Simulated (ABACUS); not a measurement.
# Hg under changes of volume

One of the cells (27.006 Å³/atom); the others are scaled copies at fixed shape and fractional positions:

```
Hg
1.0
    -1.87674    1.87674    1.91684
     1.87674   -1.87674    1.91684
     1.87674    1.87674   -1.91684
Hg
1
Direct
  0.50000 0.50000 0.00000
```

| Property | Result |
| --- | --- |
| Program | ABACUS 3.10.1 |
| Functional | PBE |
| Potentials or basis | PseudoDojo NC SR 0.4.1 PBE standard |
| Cutoff | 898 eV |
| Density cutoff | 3592 eV |
| Basis | plane waves |
| k mesh | 10 × 10 × 10 |
| Occupations | fermi-dirac, width 0.05 eV |
| Spin | no spin polarisation |

```csv
volume (Å³/atom),energy over the lowest point (meV/atom),pressure (GPa)
25.385,28.60,2.7
25.925,20.61,2.1
26.465,14.19,1.7
27.006,?,?
27.546,4.68,1.0
28.086,1.75,0.7
28.626,0.00,0.4
```

**Question.** What does the run at 27.006 Å³/atom give?

**Answer.** Energy over the lowest point 8.88 meV/atom; pressure 1.4 GPa.

Worked out: A Birch-Murnaghan fit of order 3 (a polynomial in V^(-2/3)) to the other rows has its minimum at 29.26 Å³/atom, just outside them, with B0 = V·E''(V) = 16.6 GPa (rough, since the energies scatter) at fixed shape and positions, which overstates the stiffness. It gives 8.79 meV/atom at 27.006 Å³/atom, against the run's 8.88, and -dE/dV = 1.4 GPa, against 1.4.

Energies are extrapolated to zero smearing.
